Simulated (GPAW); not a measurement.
Runs of GPAW 26.7.0 on CaO. Symmetry: Fm-3m, No. 225, cubic system. The conventional cell has a = 4.807 Å, b = 4.807 Å, c = 4.807 Å, α = 90.00°, β = 90.00°, γ = 90.00°. Ca (site symmetry m-3m) has 6 O at 2.40 Å as nearest neighbours. O (site symmetry m-3m) has 6 Ca at 2.40 Å as nearest neighbours. The cell is a database's computed one.

```csv
task,level,potentials or basis,cell,eigensolver,optimizer,fmax,max steps,convergence,gap on the mesh (eV),pressure (GPa),relaxed volume (Å³/atom)
relaxation of cell and atoms,BLYP,"PAW data sets generated in the run's folder for this functional, pw",relaxed,davidson,FIRE,0.01 eV/Å,100,density=1e-05 forces=0.0001,3.78,0.0,14.50
band structure,r2SCAN,"GPAW PAW data sets (gpaw-data 1.2.1), pw",as given,-,-,-,-,-,(b),0.0,-
relaxation of cell and atoms,RPBE,"the program's PAW data sets (release 1.2.1) made for this functional, pw",relaxed,-,LBFGS,0.05 eV/Å,40,density=1e-05 forces=0.0001,3.80,0.3,14.64
relaxation of cell and atoms,PBEsol,"PAW data sets generated in the run's folder for this functional, pw",relaxed,-,BFGS,0.01 eV/Å,60,density=1e-05 forces=0.0001,3.58,0.0,(a)
band structure,RPBE,"the program's PAW data sets (release 1.2.1) made for this functional, pw",as given,-,-,-,-,-,3.80,5.9,-
```

Alike in all rows: no spin polarisation; k mesh 10 × 10 × 10; cutoff (eV) 800; smearing fermi-dirac 0.05 eV.

Q: Fill in the values left out.

A: (a) 13.62; (b) 4.24.

Caveats: later steps reuse the first step's grids (some runs); the PAW data sets were made with another functional, which shifts forces and pressure a little (some runs).

A k mesh can miss the band edges.

Runs at the PBE level aren't shown here.
